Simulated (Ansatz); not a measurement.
Runs of Ansatz 0.2.0 on TaN. Symmetry: Fm-3m, No. 225, cubic system. The conventional cell has a = 4.423 Å, b = 4.423 Å, c = 4.423 Å, α = 90.00°, β = 90.00°, γ = 90.00°. Around Ta (site symmetry m-3m) lie 6 N at 2.21 Å. N (site symmetry m-3m) has 6 Ta at 2.21 Å as nearest neighbours. The cell comes from a database or a generator and needn't be the stable form of this composition.

| task | level | spin | cell | k mesh | cutoff (eV) | points for each segment of the path | gap on the mesh (eV) | pressure (GPa) | relaxed volume (Å³/atom) |
| --- | --- | --- | --- | --- | --- | --- | --- | --- | --- |
| band structure | r2SCAN | SOC, no magnetisation | as given | 7 × 7 × 7 | 500 | 14 | none | -6.3 | - |
| relaxation of cell and atoms | RPBE+D3(BJ) | off | relaxed | 10 × 10 × 10 | 420 | - | - | 0.0 | 9.64 |
| band structure | LDA | off | as given | 10 × 10 × 10 | 420 | 14 | none | (a) | - |
| relaxation of cell and atoms | PBEsol+D4 | off | relaxed | 10 × 10 × 10 | 420 | - | - | 0.0 | 10.38 |
| relaxation of cell and atoms | PBEsol+D3(BJ) | off | relaxed | 10 × 10 × 10 | 420 | - | - | 0.0 | (b) |

Alike in all rows: potentials or basis Ansatz PAW; smearing fermi-dirac 0.05 eV.

Task: Estimate the missing entries.

Result: (a) -17.2; (b) 10.26.

Caveats: the PAW data sets come from PBE, with cores solved anew for the run's functional, which leaves a small shift of forces and pressure; the plane-wave basis is chosen anew once the cell has moved, so the energies of steps on either side of that aren't comparable (some runs); so large a pressure means that the cell lies far from this level's equilibrium, or that cutoff or potentials fall short (some runs); spin-orbit coupling is left out, which moves the levels of the heavy elements (some runs).

A k mesh can miss the band edges, and rows without SOC leave out spin-orbit coupling on Ta.

A gap of «none» marks a metal or a gap under the smearing width.

Runs at the PBE level aren't shown here.
